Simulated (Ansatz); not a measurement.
# TiO2 (P4_2/mnm), an elastic constant from a strain scan

Level of theory: DFT PBEsol, scalar-relativistic, plane waves, PAW in Ansatz 0.2.0. Settings: plane waves to 420 eV, k-mesh 6×6×10 (Γ-centred), Gaussian smearing 0.05 eV. No spin polarisation. Energies are free energies at this smearing, counted from the undisturbed cell; pressure is positive in compression.

The starting cell (relaxed at this level):

```
Ti O
1.0
     4.59125    0.00000    0.00000
     0.00000    4.59125    0.00000
     0.00000    0.00000    2.93899
Ti O
2 4
Direct
  0.00000 0.00000 0.00000
  0.50000 0.50000 0.50000
  0.30444 0.30444 0.00000
  0.19556 0.80444 0.50000
  0.69556 0.69556 0.00000
  0.80444 0.19556 0.50000
```

The cell is strained by ε times the Voigt pattern (0, 0, 0, 0, 0, 1) (xx, yy, zz, yz, xz, xy; engineering shear) with fractional coordinates fixed. The cell holds 6 atoms in V0 = 61.95 Å³. The stress column is τ = (1/V0) dE/dε, got from the stress tensor σ (compression positive) at each point as −det(1 + εP) σ : P(1 + εP)⁻¹, with P the pattern as a tensor.

```csv
ε,ΔE (meV/atom),τ (GPa)
-0.0175,2.264,-4.027
-0.0150,1.659,-3.451
-0.0125,1.142,-2.875
-0.0100,0.723,-2.300
-0.0075,0.401,-1.725
-0.0050,0.167,-1.150
-0.0025,0.038,-0.575
0.0000,0.000,0.000
0.0025,0.038,0.575
0.0050,0.167,1.150
0.0075,0.401,1.725
0.0100,0.723,2.300
0.0125,1.142,2.875
0.0150,1.659,3.451
0.0175,2.264,4.027
0.0200,?,?
```

Which combination of elastic constants does this scan measure, and how large is it?

For small ε, τ = τ0 + Kε with K = pᵀCp, which for this pattern is C66 in the Cartesian frame shown. The parabola through τ at ε = -0.0025, 0 and 0.0025 has slope K = 230 GPa at zero. The energies per cell, E = NΔE, of the wider pair ε = ±0.0175 give K = 2[E(ε₊)/ε₊ − E(ε₋)/ε₋]/[(ε₊ − ε₋)V0] = 229 GPa, in agreement. These are clamped-ion values.

Predict the withheld row at ε = 0.0200 from the harmonic law, and compare.

ΔE = V0(τ0 ε + Kε²/2)/N = 2.966 meV/atom and τ = 4.60 GPa. The calculation gives 2.955 meV/atom and 4.60 GPa, a miss of 0.4 % of the harmonic energy, so the harmonic law still holds here.

Forces appear on the atoms along this scan, and letting them relax would lower the energy and soften the response.

Cost: 9 runs of about 0.94 core-minutes in all, on Intel Xeon Platinum 8488C (Sapphire Rapids) (shared hosts).